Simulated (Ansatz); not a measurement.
**Cu2O (Pn-3m): convergence test of the k-point mesh, by script**

Aim: a convergence test of the k-point mesh, for Cu2O (Pn-3m), run from a script.

The COD entry's cell or inner coordinates are ideal or old and differ from later refinements, so a difference from it is no clean test against experiment.

Program: the Python package of Ansatz 0.2.0. Level of theory: DFT PBEsol, plane waves, PAW. These are calculated values, not measurements.

### 1 The structure

It takes space group Pn-3m (No. 224, cubic). Conventional cell: a = 4.260 Å, b = 4.260 Å, c = 4.260 Å, α = 90.00°, β = 90.00°, γ = 90.00°. Cu (site symmetry -3m) has 2 O at 1.84 Å as nearest neighbours. Around O (site symmetry -43m) lie 4 Cu at 1.84 Å.

No structure file is read: the coordinates are typed or built in the script.

### 2 The code

File kconv_cu2o.py:

```python
"""Convergence of Cu2O with the k-point mesh."""

import ansatz as az
import pandas as pd


def main() -> None:
    system = (
        az.Lattice.from_parameters(4.26, 4.26, 4.26, alpha=90.0, beta=90.0, gamma=90.0)
        .atom("Cu", [0.25, 0.25, 0.25])
        .atom("Cu", [0.25, 0.75, 0.75])
        .atom("Cu", [0.75, 0.75, 0.25])
        .atom("Cu", [0.75, 0.25, 0.75])
        .atom("O", [0.0, 0.0, 0.0])
        .atom("O", [0.5, 0.5, 0.5])
    )

    job = system.calculation()
    job = job.occupations("Marzari-Vanderbilt", width=0.05).basis(510)
    job = job.functional("pbesol")
    job = job.forces()
    job = job.stress()

    rows = []
    for value in [(2, 2, 2), (3, 3, 3), (4, 4, 4), (5, 5, 5), (7, 7, 7)]:
        report = job.kpoints(*value).run(threads=1).report
        rows.append((value, report["free_energy_ev"] / len(report["lattice"]["sites"]), report["n_iterations"], sum(report["stress_gpa"][i][i] for i in range(3)) / 3, max(abs(f) for row in report["forces_ev_ang"] for f in row), report["n_kpoints"]))

    table = pd.DataFrame(rows, columns=["mesh", "F/atom (eV)", "iterations", "P (GPa)", "max force (eV/A)", "k-points"])
    print(table.round(5).to_string(index=False))

    # the last row is the reference
    for row in rows[:-1]:
        shift = 1000 * (row[1] - rows[-1][1])
        print(f"{row[0]}: {shift:+.2f} meV/atom" + ("  (within 2 meV)" if abs(shift) < 2 else ""))


if __name__ == "__main__":
    main()
```

### 3 The input behind the calls

The engine receives this input (first run):

```yaml
crystal:
  lattice:
    a: 4.26
    b: 4.26
    c: 4.26
    alpha: 90.0
    beta: 90.0
    gamma: 90.0
  atoms:
    - { symbol: Cu, position: [0.25, 0.25, 0.25] }
    - { symbol: Cu, position: [0.25, 0.75, 0.75] }
    - { symbol: Cu, position: [0.75, 0.75, 0.25] }
    - { symbol: Cu, position: [0.75, 0.25, 0.75] }
    - { symbol: O, position: [0.0, 0.0, 0.0] }
    - { symbol: O, position: [0.5, 0.5, 0.5] }
basis:
  ecutwfc: 510.0
kpoints:
  mp_grid:
    grid: [2, 2, 2]
hamiltonian:
  xc: pbesol
scf:
  occupations:
    method: cold
    width: 0.05
output:
  forces: true
  stress: true
```

### 4 Launch

Started as:

```
$ python kconv_cu2o.py
```

The log of the run:

```text
     mesh  F/atom (eV)  iterations  P (GPa)  max force (eV/A)  k-points
(2, 2, 2)  -4578.92292           8 -1.05047               0.0         4
(3, 3, 3)  -4578.98491           8 -2.90868               0.0         4
(4, 4, 4)  -4578.98892           8 -3.10158               0.0        10
(5, 5, 5)  -4578.99061           8 -3.20408               0.0        10
(7, 7, 7)  -4578.99115           8 -3.24979               0.0        20
(2, 2, 2): +68.23 meV/atom
(3, 3, 3): +6.24 meV/atom
(4, 4, 4): +2.23 meV/atom
(5, 5, 5): +0.54 meV/atom  (within 2 meV)
```

Run time: 16 s. Hardware: 1 thread, shared host.

### 5 Inputs of later runs

The engine's inputs for some of the other runs:

Run 3, against run 1:

```diff
@@ -20 +20 @@
-    grid: [2, 2, 2]
+    grid: [4, 4, 4]
```

Run 4, against run 1:

```diff
@@ -20 +20 @@
-    grid: [2, 2, 2]
+    grid: [5, 5, 5]
```

Run 5, against run 1:

```diff
@@ -20 +20 @@
-    grid: [2, 2, 2]
+    grid: [7, 7, 7]
```

Lines on the test bed's own set-up are left out of the output.

### 6 Run by run

From the records of these 5 runs:

```tsv
run	k mesh	energy from run 5 (meV/atom)	pressure (GPa)	SCF cycles	CPU time (s)
1	[2, 2, 2]	68.23	-1.05	8	1.5
2	[3, 3, 3]	6.24	-2.91	8	1.4
3	[4, 4, 4]	2.23	-3.10	8	2.7
4	[5, 5, 5]	0.54	-3.20	8	2.7
5	[7, 7, 7]	0.00	-3.25	8	5
```

### 7 Outcome

| quantity | value |
| --- | --- |
| runs compared | 5 |
| last run but one, from the last | +0.54 meV/atom |
| within 5 meV/atom of the last run from | [4, 4, 4] |

**Reading.** From 5×5×5 on it stays within 2 meV an atom of the value at 7×7×7; the first row (2×2×2) is off by 68.2 meV and the last but one by 0.54 meV. The pressure moves from -1.05 to -3.25 GPa. Reading the output:
- No spin polarisation was allowed.
- Forces vanish by symmetry here and test nothing.
- Of the deposited cell: the entry's cell lengths or inner coordinates differ somewhat from later room-temperature determinations.
- Pressure is positive in compression.
- Without a Hubbard U or exact exchange, semilocal functionals often make such 3d compounds metallic or too weakly gapped.
- Shifts are counted from the finest mesh, which is itself no proven limit.
